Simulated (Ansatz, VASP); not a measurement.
**Bi in VASP and in Ansatz**

```xyz
2
Lattice="4.4626 0.0000 0.0000 -2.2313 3.8647 0.0000 0.0000 0.0000 11.4524" Properties=species:S:1:pos:R:3 pbc="T T T"
Bi    0.0000    2.5765    2.8631
Bi    2.2313    1.2882    8.5893
```

Alike in both runs: task single point; functional PBEsol; k mesh 12 × 12 × 4; occupations gaussian, width 0.1 eV; no spin polarisation.

```csv
,VASP,Ansatz
version,VASP 6.6.1,Ansatz 0.2.0
potentials or method,"VASP PAW PBE potentials, release 64 (Bi_d)","scalar-relativistic, plane waves, PAW"
plane-wave cutoff (eV),520,420
valence electrons in the cell,30,30
```

```tsv
	VASP	Ansatz	Ansatz less VASP
gap on the k mesh at the Fermi level (eV)	none	none	-
pressure (GPa)	-3.9	-3.9	+0.03
largest component of the traceless stress (GPa)	3.36	3.36	0.000
```

A gap of «none» marks a metal or a gap that the smearing closes.

Caveats: the PAW data sets were made with another functional, which shifts forces and pressure a little (VASP); spin-orbit coupling is left out, which moves the levels of the heavy elements.
